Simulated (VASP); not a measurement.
# PC53 (a cell with a defect) in VASP: a series of runs, part 2 of 2

VASP 6.6.1. Earlier steps stand in the parts before.

## (4) Single point, LDA (grid = ENCUT=400 dk=0.45 cell=3x3x3 ISMEAR=0 SIGMA=0.05 LREAL=Auto EDIFF=1e-06)

Contents of INCAR:

```
ALGO = Fast ; EDIFF = 1E-6
ENCUT = 400 ; GGA = CA
ISIF = 2 ; ISMEAR = 0
KPAR = 2 ; LASPH = True
LCHARG = False ; LREAL = Auto
LWAVE = False ; NBANDS = 126
NCORE = 1 ; NELM = 120
PREC = Accurate ; SIGMA = 0.05
```

Contents of KPOINTS:

```
k-points
0
Gamma
  3 3 3
```

Contents of POSCAR:

```
C
1.0
    0.0000000000      5.3501100000      5.3501100000
    5.3501100000      0.0000000000      5.3501100000
    5.3501100000      5.3501100000      0.0000000000
C
54
Direct
    0.2500000000      0.2500000000      0.2500000000
    0.2500000000      0.2500000000      0.5833333333
    0.2500000000      0.2500000000      0.9166666667
    0.2500000000      0.5833333333      0.2500000000
    0.2500000000      0.5833333333      0.5833333333
    0.2500000000      0.5833333333      0.9166666667
    0.2500000000      0.9166666667      0.2500000000
    0.2500000000      0.9166666667      0.5833333333
    0.2500000000      0.9166666667      0.9166666667
    0.5833333333      0.2500000000      0.2500000000
    0.5833333333      0.2500000000      0.5833333333
    0.5833333333      0.2500000000      0.9166666667
    0.5833333333      0.5833333333      0.2500000000
    0.5833333333      0.5833333333      0.5833333333
    0.5833333333      0.5833333333      0.9166666667
    0.5833333333      0.9166666667      0.2500000000
    0.5833333333      0.9166666667      0.5833333333
    0.5833333333      0.9166666667      0.9166666667
    0.9166666667      0.2500000000      0.2500000000
    0.9166666667      0.2500000000      0.5833333333
    0.9166666667      0.2500000000      0.9166666667
    0.9166666667      0.5833333333      0.2500000000
    0.9166666667      0.5833333333      0.5833333333
    0.9166666667      0.5833333333      0.9166666667
    0.9166666667      0.9166666667      0.2500000000
    0.9166666667      0.9166666667      0.5833333333
    0.9166666667      0.9166666667      0.9166666667
    0.1666666667      0.1666666667      0.1666666667
    0.1666666667      0.1666666667      0.5000000000
    0.1666666667      0.1666666667      0.8333333333
    0.1666666667      0.5000000000      0.1666666667
    0.1666666667      0.5000000000      0.5000000000
    0.1666666667      0.5000000000      0.8333333333
    0.1666666667      0.8333333333      0.1666666667
    0.1666666667      0.8333333333      0.5000000000
    0.1666666667      0.8333333333      0.8333333333
    0.5000000000      0.1666666667      0.1666666667
    0.5000000000      0.1666666667      0.5000000000
    0.5000000000      0.1666666667      0.8333333333
    0.5000000000      0.5000000000      0.1666666667
    0.5000000000      0.5000000000      0.5000000000
    0.5000000000      0.5000000000      0.8333333333
    0.5000000000      0.8333333333      0.1666666667
    0.5000000000      0.8333333333      0.5000000000
    0.5000000000      0.8333333333      0.8333333333
    0.8333333333      0.1666666667      0.1666666667
    0.8333333333      0.1666666667      0.5000000000
    0.8333333333      0.1666666667      0.8333333333
    0.8333333333      0.5000000000      0.1666666667
    0.8333333333      0.5000000000      0.5000000000
    0.8333333333      0.5000000000      0.8333333333
    0.8333333333      0.8333333333      0.1666666667
    0.8333333333      0.8333333333      0.5000000000
    0.8333333333      0.8333333333      0.8333333333
```

Potentials or basis: VASP PAW LDA potentials, release 64 (C).

On the command line:

```bash
$ cat potpaw_LDA.64/C/POTCAR > POTCAR
$ mpirun -np 4 vasp_std > vasp.out
```

It took 91 s on 4 MPI ranks of Intel Xeon Platinum 8259CL at 2.50GHz (Skylake/Cascade Lake), shared host; peak memory 0.24 GiB.

The run converged, but some of its settings lie outside the range that counts as converged, so its numbers aren't taken as properties of the crystal.

What came out:

```yaml
Free_energy: -546.6690 eV
Band_gap_on_the_k_mesh: 4.11 eV
```

Caveat: the cutoff is under 1.25 times the usual one of these potentials, so pressure, stress and relaxed cells hold a basis-set (Pulay) error; an odd mesh through Γ misses points on the zone boundary, where band edges often lie.

## (5) Single point, LDA (grid = ENCUT=400 dk=0.6 cell=3x3x3 ISMEAR=0 SIGMA=0.05 LREAL=Auto EDIFF=1e-06)

INCAR is that of step 4.

Contents of KPOINTS:

```
k-points
0
Gamma
  2 2 2
```

POSCAR is that of step 4.

Potentials or basis: VASP PAW LDA potentials, release 64 (C).

On the command line:

```bash
$ cat potpaw_LDA.64/C/POTCAR > POTCAR
$ mpirun -np 4 vasp_std > vasp.out
```

OUTCAR:

```text
EDIFF = 1E-6
   ENCUT = 400
   GGA = CA
   ISIF = 2
   ISMEAR = 0
   LASPH = True
   LREAL = Auto
   NELM = 120
   PREC = Accurate

 Found      3 irreducible k-points:

 Following reciprocal coordinates:
            Coordinates               Weight
  0.000000  0.000000  0.000000      1.000000
  0.500000  0.000000  0.000000      4.000000
  0.500000  0.500000  0.000000      3.000000
   k-points           NKPTS =      3   k-points in BZ     NKDIM =      3   number of bands    NBANDS=    126
   number of dos      NEDOS =    301   number of ions     NIONS =     54
   total plane-waves  NPLWV = 125000
   dimension x,y,z NGX =    50 NGY =   50 NGZ =   50
   dimension x,y,z NGXF=   100 NGYF=  100 NGZF=  100
   ions per type =              54
   NGX,Y,Z   is equivalent  to a cutoff of  10.99, 10.99, 10.99 a.u.
   NGXF,Y,Z  is equivalent  to a cutoff of  21.97, 21.97, 21.97 a.u.
 SYSTEM =  unknown system
   PREC   = accura    normal or accurate (medium, high low for compatibility)
   ISTART =      0    job   : 0-new  1-cont  2-samecut
   ICHARG =      2    charge: 1-file 2-atom 10-const
   ISPIN  =      1    spin polarized calculation?
[... 62 lines left out ...]

 k-point     1 :       0.0000    0.0000    0.0000
  band No.  band energies     occupation
      1     -11.5967      2.00000
      2      -8.5787      2.00000
      3      -8.5787      2.00000
      4      -8.5787      2.00000
      5      -8.5787      2.00000
      6      -8.5787      2.00000
[... 358 lines left out ...]
    119      16.8014      0.00000
    120      16.8256      0.00000
 [bands above 120 left out]

------------------------ aborting loop because EDIFF is reached ----------------------------------------

  FORCE on cell =-STRESS in cart. coord.  units (eV):
  Direction    XX          YY          ZZ          XY          YZ          ZX
  --------------------------------------------------------------------------------------
  -------------------------------------------------------------------------------------
  Total      -29.6661546    -29.6661546    -29.6661546     -0.0000000     -0.0000000      0.0000000
  in kB     -155.1864180   -155.1864180   -155.1864180     -0.0000000     -0.0000000      0.0000000
  external PRESSURE =    -155.1864180 kB  Pullay stress =       0.0000000 kB

 VOLUME and BASIS-vectors are now :
 -----------------------------------------------------------------------------
  energy-cutoff  :      400.00
  volume of cell :      306.28
      direct lattice vectors                 reciprocal lattice vectors
     0.000000000  5.350110000  5.350110000    -0.093456022  0.093456022  0.093456022
     5.350110000  0.000000000  5.350110000     0.093456022 -0.093456022  0.093456022
     5.350110000  5.350110000  0.000000000     0.093456022  0.093456022 -0.093456022

 POSITION                                       TOTAL-FORCE (eV/Angst)
 -----------------------------------------------------------------------------------
      2.67505      2.67505      2.67505         0.000000      0.000000      0.000000
      4.45842      4.45842      2.67505         0.000000      0.000000      0.000000
      6.24180      6.24180      2.67505         0.000000      0.000000      0.000000
      4.45842      2.67505      4.45842         0.000000      0.000000      0.000000
      6.24179      4.45842      4.45842         0.000000      0.000000      0.000000
      8.02516      6.24180      4.45842         0.000000     -0.000000      0.000000
[... 46 lines left out ...]
      7.13348      7.13348      8.91685        -0.000000     -0.000000     -0.000000
      8.91685      8.91685      8.91685        -0.000000     -0.000000     -0.000000
 -----------------------------------------------------------------------------------
    total drift:                                0.000002      0.000002      0.000003

  FREE ENERGIE OF THE ION-ELECTRON SYSTEM (eV)
  ---------------------------------------------------
  free  energy   TOTEN  =      -546.4005437325 eV

  energy  without entropy=     -546.4005437325  energy(sigma->0) =     -546.40054373
```

OSZICAR:

```text
N       E                     dE             d eps       ncg     rms          rms(c)
DAV:   1     0.618886619656E+03    0.61889E+03   -0.99860E+04   756   0.136E+03
DAV:   2    -0.518253836712E+03   -0.11371E+04   -0.11107E+04   942   0.286E+02
DAV:   3    -0.566831196492E+03   -0.48577E+02   -0.48317E+02   872   0.624E+01
DAV:   4    -0.567837630943E+03   -0.10064E+01   -0.10030E+01   888   0.935E+00
DAV:   5    -0.567866404473E+03   -0.28774E-01   -0.28715E-01   874   0.148E+00    0.299E+01
RMM:   6    -0.551922333523E+03    0.15944E+02   -0.11276E+01   776   0.897E+00    0.175E+01
RMM:   7    -0.546331781450E+03    0.55906E+01   -0.19085E+01   804   0.119E+01    0.354E+00
RMM:   8    -0.546401715971E+03   -0.69935E-01   -0.12141E+00   817   0.361E+00    0.105E+00
RMM:   9    -0.546396833085E+03    0.48829E-02   -0.34061E-01   855   0.160E+00    0.331E-01
RMM:  10    -0.546399382952E+03   -0.25499E-02   -0.51343E-02   839   0.681E-01    0.151E-01
RMM:  11    -0.546400180778E+03   -0.79783E-03   -0.16572E-02   865   0.330E-01    0.319E-02
RMM:  12    -0.546400431934E+03   -0.25116E-03   -0.28018E-03   881   0.148E-01    0.159E-02
RMM:  13    -0.546400525629E+03   -0.93695E-04   -0.89954E-04   866   0.679E-02    0.136E-02
RMM:  14    -0.546400540434E+03   -0.14804E-04   -0.15704E-04   872   0.304E-02    0.383E-03
RMM:  15    -0.546400543206E+03   -0.27721E-05   -0.31757E-05   758   0.125E-02    0.138E-03
RMM:  16    -0.546400543733E+03   -0.52677E-06   -0.54935E-06   619   0.564E-03
   1 F= -.54640054E+03 E0= -.54640054E+03  d E =-.110954E-15
```

stdout:

```text
POSCAR found type information on POSCAR C
 POSCAR found :  1 types and      54 ions
 scaLAPACK will be used
 LDA part: xc-table for (Slater(with rela. corr.)+CA(PZ))
 , standard interpolation
 POSCAR, INCAR and KPOINTS ok, starting setup
 FFT: planning ... GRIDC
 FFT: planning ... GRID_SOFT
 FFT: planning ... GRID
 WAVECAR not read
 entering main loop
```

Wall time 90 s (4 MPI ranks of Intel Xeon Platinum 8259CL at 2.50GHz (Skylake/Cascade Lake), shared host); peak memory 0.24 GiB.

The run converged, but some of its settings lie outside the range that counts as converged, so its numbers aren't taken as properties of the crystal.

What came out:

```
Free energy            : -546.4005 eV
Band gap on the k mesh : 4.10 eV
```

Caveat: the k mesh is coarse (spacing up to 0.51 Å⁻¹), so the values aren't converged; the cutoff is under 1.25 times the usual one of these potentials, so pressure, stress and relaxed cells hold a basis-set (Pulay) error.
